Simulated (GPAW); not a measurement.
# CoSi (P2_13) in GPAW: further runs

One crystal, CoSi, is run at these levels: OLYP, optPBE-vdW; tasks: equation of state.

All numbers are computed with GPAW 26.7.0; they aren't measurements. Logs are shortened: lines on timing, memory, paths and dates and some standing lists are left out, and cuts for length are marked. The log counts tension as positive stress, the text compression.

### 1 The structure

The structure is cubic, space group P2_13 (No. 198). Conventional cell: a = 4.438 Å, b = 4.438 Å, c = 4.438 Å, α = 90.00°, β = 90.00°, γ = 90.00°. Co (site symmetry 3) is surrounded by 7 Si at 2.28 to 2.47 Å. Around Si (site symmetry 3) lie 7 Co at 2.28 to 2.47 Å.

### 2 Equation of state, OLYP, collinear spin, ferromagnetic start

Input file run.py:

```python
from ase.eos import EquationOfState
from ase.io import Trajectory, read
from ase.units import GPa
from gpaw import GPAW, PW, setup_paths

setup_paths.insert(0, '.')

atoms = read('CoSi.cif')
atoms.set_initial_magnetic_moments([2.0, 2.0, 2.0, 2.0, 0.0, 0.0, 0.0, 0.0])

traj = Trajectory('eos.traj', 'w')
volumes, energies = [], []
for x in [0.94, 0.96, 0.98, 1.0, 1.02, 1.04, 1.06]:
    a = atoms.copy()
    a.set_cell(atoms.cell * x**(1 / 3), scale_atoms=True)
    calc = GPAW(mode=PW(600),
                xc='GGA_X_OPTX+GGA_C_LYP',
                kpts={'size': (4, 4, 4), 'gamma': True},
                occupations={'name': 'fermi-dirac', 'width': 0.05},
                nbands=51,
                convergence={'density': 1e-05, 'energy': 1e-05},
                eigensolver='davidson',
                maxiter=150,
                txt=f'eos-{x:.2f}.txt')
    a.calc = calc
    energies.append(a.get_potential_energy(force_consistent=True))
    volumes.append(a.get_volume())
    p = -a.get_stress()[:3].mean() / GPa
    calc.write(f'eos-{x:.2f}.gpw')
    traj.write(a)
    print(f'{x:.2f} {volumes[-1]:10.4f} A^3 {energies[-1]:14.6f} eV {p:9.3f} GPa', flush=True)

v0, e0, B = EquationOfState(volumes, energies, eos='birchmurnaghan').fit()
print(f'V0 = {v0:.4f} A^3, E0 = {e0:.6f} eV, B0 = {B / GPa:.2f} GPa')
```

Input file CoSi.cif:

```cif
data_CoSi
_cell_length_a 4.43800000
_cell_length_b 4.43800000
_cell_length_c 4.43800000
_cell_angle_alpha 90.00000000
_cell_angle_beta 90.00000000
_cell_angle_gamma 90.00000000
_space_group_name_H-M_alt 'P1'
_space_group_name_Hall 'P 1'
_space_group_IT_number 1
loop_
_space_group_symop_operation_xyz
'x,y,z'
loop_
_atom_site_label
_atom_site_type_symbol
_atom_site_symmetry_multiplicity
_atom_site_Wyckoff_symbol
_atom_site_fract_x
_atom_site_fract_y
_atom_site_fract_z
_atom_site_occupancy
Co1 Co 1 a 0.8600000000 0.6400000000 0.3600000000 1
Co2 Co 1 a 0.6400000000 0.3600000000 0.8600000000 1
Co3 Co 1 a 0.3600000000 0.8600000000 0.6400000000 1
Co4 Co 1 a 0.1400000000 0.1400000000 0.1400000000 1
Si1 Si 1 a 0.1570000000 0.3430000000 0.6570000000 1
Si2 Si 1 a 0.3430000000 0.6570000000 0.1570000000 1
Si3 Si 1 a 0.6570000000 0.1570000000 0.3430000000 1
Si4 Si 1 a 0.8430000000 0.8430000000 0.8430000000 1
```

Potentials or basis: PAW data sets generated in the run's folder for this functional, pw.

The run is started by

```
> gpaw-setup -f GGA_X_OPTX+GGA_C_LYP Co Si
> OMP_NUM_THREADS=1 python run.py
```

What it wrote:

```text
__  _  _
 | _ |_)|_||  |
 |__||  | ||/\| - 26.7.0

Input parameters:
  mode=PW(ecut=600.0),
  convergence={'density': 1e-05, 'energy': 1e-05},
  eigensolver=Davidson(niter=2),
  kpts=MonkhorstPack(size=(4, 4, 4), gamma=True),
  maxiter=150,
  nbands=51,
  occupations=Occupations(name='fermi-dirac', width=0.05),
  xc=XC(name='GGA_X_OPTX+GGA_C_LYP')

Diagonalizing LCAO Hamiltonian
Converting LCAO to pw mode
    .----------.
   /|        Si|
  / |   Co     |
 *  |    Co    |
 |  Si      Co |
 |  .--Si------.
 | /     Si   /
 |/Co        /
 *----------*

Atoms  # Å, Bohr magnetons
|   | symbol |        x |        y |        z |    initial magnetic moments |
|---|--------|----------|----------|----------|-----------------------------|
| 0 |     Co | 3.765097 | 2.801933 | 1.576087 | ( 0.0000,  0.0000,  2.0000) |
| 1 |     Co | 2.801933 | 1.576087 | 3.765097 | ( 0.0000,  0.0000,  2.0000) |
| 2 |     Co | 1.576087 | 3.765097 | 2.801933 | ( 0.0000,  0.0000,  2.0000) |
| 3 |     Co | 0.612923 | 0.612923 | 0.612923 | ( 0.0000,  0.0000,  2.0000) |
| 4 |     Si | 0.687349 | 1.501661 | 2.876359 | ( 0.0000,  0.0000,  0.0000) |
| 5 |     Si | 1.501661 | 2.876359 | 0.687349 | ( 0.0000,  0.0000,  0.0000) |
| 6 |     Si | 2.876359 | 0.687349 | 1.501661 | ( 0.0000,  0.0000,  0.0000) |
| 7 |     Si | 3.690671 | 3.690671 | 3.690671 | ( 0.0000,  0.0000,  0.0000) |

Unit cell  # Å
| periodic |        x |        y |        z |  lengths |    angles |
|----------|----------|----------|----------|----------|-----------|
|      yes | 4.378020 | 0.000000 | 0.000000 | 4.378020 | 90.000000 |
|      yes | 0.000000 | 4.378020 | 0.000000 | 4.378020 | 90.000000 |
|      yes | 0.000000 | 0.000000 | 4.378020 | 4.378020 | 90.000000 |

Number of symmetries: 3
Symmetry operations  # r_c * U_cc + t_c -> r_c
|   | kind |            matrix            |
|---|------|------------------------------|
| 0 |  E   |  1, 0, 0,  0, 1, 0,  0, 0, 1 |
| 1 |  C3  |  0, 1, 0,  0, 0, 1,  1, 0, 0 |
| 2 |  C3  |  0, 0, 1,  1, 0, 0,  0, 1, 0 |

BZ-sampling:
  Number of BZ points: 64
  Number of IBZ points: 14

  Monkhorst-Pack size: [4, 4, 4]
  Monkhorst-Pack shift: [0.125, 0.125, 0.125]

K-points  # in reciprocal-cell coordinates
|     |                                coordinates |     weight |
|-----|--------------------------------------------|------------|
|   0 | (  0.00000000,   0.00000000,   0.00000000) | 0.01562500 |
|   1 | (  0.25000000,   0.00000000,  -0.25000000) | 0.09375000 |
|   2 | (  0.25000000,   0.00000000,   0.00000000) | 0.09375000 |
|   3 | (  0.25000000,   0.25000000,  -0.25000000) | 0.09375000 |
|   4 | (  0.25000000,   0.25000000,   0.00000000) | 0.09375000 |
|   5 | (  0.25000000,   0.25000000,   0.25000000) | 0.03125000 |
|   6 | (  0.50000000,   0.00000000,   0.00000000) | 0.04687500 |
|   7 | (  0.50000000,   0.00000000,   0.25000000) | 0.09375000 |
|   8 | (  0.50000000,   0.25000000,  -0.25000000) | 0.09375000 |
|   9 | (  0.50000000,   0.25000000,   0.00000000) | 0.09375000 |
| ... |                                            |            |
|  13 | (  0.50000000,   0.50000000,   0.50000000) | 0.01562500 |

Plane wave coefficients: 2826
Cutoff: 600.0 eV

Spin-components: 2 (collinear spins)
Bands:           51
Projectors:      44
Spin-degeneracy: 1
Datatype:        complex128

Parallelization:
  kpt:    1
  domain: 1
  band:   1

Density:
  Valence electrons: 52.0
  Components: 2
  Grid points: [25 25 25]
  Charge: 0.0  # |e|

Potential:
  Grid points: [25 25 25]

species:
  Co:
    name:    Cobalt
    Z:       27.0
    valence: 9
    core:    18
    charge:  0.0  # [|e|]
    compensation charges:
      type: gauss
      rc: 0.32  # [Å]
      lmax: 2
    cutoffs:
      filter: 1.87  # [Å]
      core: 2.55  # [Å]
    projectors
    | kind |    occ | energy [eV] | rcut [Å] |
    |------|--------|-------------|----------|
    |   4s |  2.000 |      -5.143 |    1.005 |
    |   4p |  0.000 |      -1.167 |    1.058 |
    |   3d |  7.000 |      -8.219 |    1.005 |
    |    s |        |      22.069 |    1.005 |
    |    p |        |      26.045 |    1.058 |
    |    d |        |      18.993 |    1.005 |

    Using partial waves for Co as LCAO basis

  Si:
    name:    Silicon
    Z:       14.0
    valence: 4
    core:    10
    charge:  0.0  # [|e|]
    compensation charges:
      type: gauss
      rc: 0.33  # [Å]
      lmax: 2
    cutoffs:
      filter: 1.86  # [Å]
      core: 2.06  # [Å]
    projectors
    | kind |    occ | energy [eV] | rcut [Å] |
    |------|--------|-------------|----------|
    |   3s |  2.000 |     -10.661 |    1.058 |
    |   3p |  2.000 |      -3.938 |    1.058 |
    |    s |        |      16.550 |    1.058 |
    |    p |        |      23.273 |    1.058 |
    |    d |        |       0.000 |    1.058 |

    Using partial waves for Si as LCAO basis

Reference energy: -183234.451896  # eV

eigensolver:
  Davidson
  Converge bands: occupied
  niter=2

density mixing:
  MSR1-Mixer
  Pratt-step length: 0.05
  Maximum mixing coefficient: 0.75
  Old densities: 10
  SVD Regularization: 0.005
  Good broyden scale: 1.0
  Trust region scale: 1.0
  Backstep threshold: 4.0
  History deletion threshold: 6.0
  Fourier metric: weight=20.0, sigma=0.015

occupation numbers:
  Fermi-Dirac:
    width: 0.0500  # eV

poisson solver:
  ecut: 4800.0  # eV

xc functional:
  name: GGA_X_OPTX+GGA_C_LYP with 2 nearest neighbor stencil

convergence criteria:
- Maximum integral of absolute [dens]ity change: 1e-05 electrons / valence electron
- Maximum [total energy] change in last 3 cyles: 1e-05 eV / valence electron
- Maximum integral of absolute [eigenst]ate change: 4e-08 eV^2 / valence electron
maximum number of iterations: 150

SCF iterations
|iter     | |      energy | eigst |  dens |  magmom |
|---------|-|-------------|-------|-------|---------|
|iter:   1| |  -53.302343 | +0.72 |       |  +8.0203|
|iter:   2| |  -53.344931 | -0.79 | -0.76 |  +7.7537|
|iter:   3| |  -54.225219 | -2.11 | -0.81 |  +5.7281|
|iter:   4| |  -54.801373 | -1.57 | -0.93 |  +2.8173|
|iter:   5| |  -55.036408 | -2.24 | -1.26 |  +1.3374|
|iter:   6| |  -55.946527 | -1.98 | -1.35 |  +0.9347|
|iter:   7| |  -55.131470 | -2.21 | -1.18 |  -0.2200|
|iter:   8| |  -55.197989 | -2.94 | -1.52 |  -0.2385|
|iter:   9| |  -55.209908 | -3.64 | -1.98 |  -0.0757|
|iter:  10| |  -55.211017 | -4.47 | -2.54 |  -0.0233|
|iter:  11| |  -55.211066 | -5.50 | -3.09 |  -0.0124|
|iter:  12| |  -55.211083c| -6.18 | -3.40 |  -0.0035|
|iter:  13| |  -55.211084c| -7.18 | -3.97 |  -0.0006|
|iter:  14| |  -55.211084c| -8.00c| -4.52 |  +0.0002|
|iter:  15| |  -55.211084c| -8.67c| -4.85 |  +0.0000|
|iter:  16| |  -55.211084c| -9.04c| -5.04c|  +0.0001|

Converged in 16 steps
Energy contributions relative to reference atoms: (reference = -183234.451896)

Energy contributions:
  Kinetic:          80.788046
  Coulomb:         -58.561039
  Zero:             -0.243109
  External:          0.000000
  Xc:              -77.187804
  Entropy:          -0.014354
  Spinorbit:         0.000000
  ----------------------------
  Free energy:     -55.218261
  Extrapolated:    -55.211084

dipole moment: (-0.000016, -0.000016, -0.000016)  # |e|*Ang

Total magnetic moment: (0.000000, 0.000000, 0.000147)

Local magnetic moments
|        x |        y |         z |
|----------|----------|-----------|
| 0.000000 | 0.000000 |  0.000016 |  # Co   0
| 0.000000 | 0.000000 |  0.000016 |  # Co   1
| 0.000000 | 0.000000 |  0.000016 |  # Co   2
| 0.000000 | 0.000000 | -0.000052 |  # Co   3
| 0.000000 | 0.000000 |  0.000010 |  # Si   4
| 0.000000 | 0.000000 |  0.000010 |  # Si   5
| 0.000000 | 0.000000 |  0.000010 |  # Si   6
| 0.000000 | 0.000000 |  0.000008 |  # Si   7

Fermi level: 12.455
Eigenvalues  # (at kpt = [0.000, 0.000, 0.000])
| band index |      eig [eV] | occ [0-1] |      eig [eV] | occ [0-1] |
|------------|---------------|-----------|---------------|-----------|
|          0 |        -1.598 |     1.000 |        -1.598 |     1.000 |
|        ... |               |           |               |           |
|         19 |        11.471 |     1.000 |        11.471 |     1.000 |
|         20 |        11.472 |     1.000 |        11.471 |     1.000 |
|         21 |        11.472 |     1.000 |        11.471 |     1.000 |
|         22 |        11.612 |     1.000 |        11.612 |     1.000 |
|         23 |        11.612 |     1.000 |        11.612 |     1.000 |
|         24 |        12.423 |     0.652 |        12.423 |     0.652 |
[... 8 lines left out ...]
|         33 |        16.121 |     0.000 |        16.121 |     0.000 |
|         34 |        16.121 |     0.000 |        16.121 |     0.000 |
|        ... |               |           |               |           |
|         50 |        31.092 |     0.000 |        31.092 |     0.000 |

No gap
No difference between direct/indirect transitions

Stress tensor  # eV/Ang^3
|         x |         y |         z |
|-----------|-----------|-----------|
| -0.049626 |  0.000000 |  0.000000 |
|  0.000000 | -0.049626 |  0.000000 |
|  0.000000 |  0.000000 | -0.049626 |

# Writing to eos-0.96.gpw (mode='')
```

Run time: 12 min. Hardware: 1 thread of Arm Neoverse V2, shared host; peak memory 0.55 GiB.

What came out:

| Quantity | Value |
| --- | --- |
| Equilibrium volume | 10.87 Å³/atom |
| Bulk modulus at fixed shape and positions | 228 GPa |
| Pressure derivative of the bulk modulus | 4.4 |

Energy against volume, from the lowest point:
```csv
volume (Å³/atom),energy (meV/atom)
10.271,26.18
10.489,10.21
10.708,1.72
10.926,0.00
11.145,4.55
11.363,14.43
11.582,29.25
```

Caveat: the cell was scaled at fixed shape and fractional positions, which overstates the stiffness of a crystal with free parameters, most of all of layers and chains.

### 3 Equation of state, optPBE-vdW, collinear spin, ferromagnetic start

Edit run.py of step 2 so:

```diff
@@ -3,5 +3,3 @@
 from ase.units import GPa
-from gpaw import GPAW, PW, setup_paths
-
-setup_paths.insert(0, '.')
+from gpaw import GPAW, PW
 
@@ -16,3 +14,3 @@
     calc = GPAW(mode=PW(600),
-                xc='GGA_X_OPTX+GGA_C_LYP',
+                xc={'name': 'optPBE-vdW', 'backend': 'libvdwxc'},
                 kpts={'size': (4, 4, 4), 'gamma': True},
@@ -21,3 +19,2 @@
                 convergence={'density': 1e-05, 'energy': 1e-05},
-                eigensolver='davidson',
                 maxiter=150,
@@ -27,6 +24,5 @@
     volumes.append(a.get_volume())
-    p = -a.get_stress()[:3].mean() / GPa
     calc.write(f'eos-{x:.2f}.gpw')
     traj.write(a)
-    print(f'{x:.2f} {volumes[-1]:10.4f} A^3 {energies[-1]:14.6f} eV {p:9.3f} GPa', flush=True)
+    print(f'{x:.2f} {volumes[-1]:10.4f} A^3 {energies[-1]:14.6f} eV', flush=True)
```

Input file CoSi.cif:

```cif
data_CoSi
_cell_length_a 4.43800000
_cell_length_b 4.43800000
_cell_length_c 4.43800000
_cell_angle_alpha 90.00000000
_cell_angle_beta 90.00000000
_cell_angle_gamma 90.00000000
_space_group_name_H-M_alt 'P2_13'
_space_group_name_Hall 'P 2ac 2ab 3'
_space_group_IT_number 198
loop_
_space_group_symop_operation_xyz
'x,y,z'
'-x+1/2,-y,z+1/2'
'x+1/2,-y+1/2,-z'
'-x,y+1/2,-z+1/2'
'z,x,y'
'z+1/2,-x+1/2,-y'
'-z,x+1/2,-y+1/2'
'-z+1/2,-x,y+1/2'
'y,z,x'
'-y,z+1/2,-x+1/2'
'-y+1/2,-z,x+1/2'
'y+1/2,-z+1/2,-x'
loop_
_atom_site_label
_atom_site_type_symbol
_atom_site_symmetry_multiplicity
_atom_site_Wyckoff_symbol
_atom_site_fract_x
_atom_site_fract_y
_atom_site_fract_z
_atom_site_occupancy
Co1 Co 4 a 0.8600000000 0.6400000000 0.3600000000 1
Si1 Si 4 a 0.1570000000 0.3430000000 0.6570000000 1
```

Potentials or basis: GPAW PAW data sets (gpaw-data 1.2.1), pw.

The run is started by

```
> OMP_NUM_THREADS=1 python run.py
```

It took 14 min on 1 thread of Arm Neoverse V2, shared host; peak memory 0.69 GiB.

Results (log left out):

```
Equilibrium volume                        : 11.30 Å³/atom
Bulk modulus at fixed shape and positions : 209 GPa
Pressure derivative of the bulk modulus   : 4.1 (rough: it moves with the points fitted)
```

Energy against volume, from the lowest point:
```tsv
volume (Å³/atom)	energy (meV/atom)
10.271	71.75
10.489	42.95
10.708	22.10
10.926	8.25
11.145	1.26
11.363	0.00
11.582	4.06
```

Caveat: the cell was scaled at fixed shape and fractional positions, which overstates the stiffness of a crystal with free parameters, most of all of layers and chains; the PAW data sets were made with another functional, which shifts forces and pressure a little.
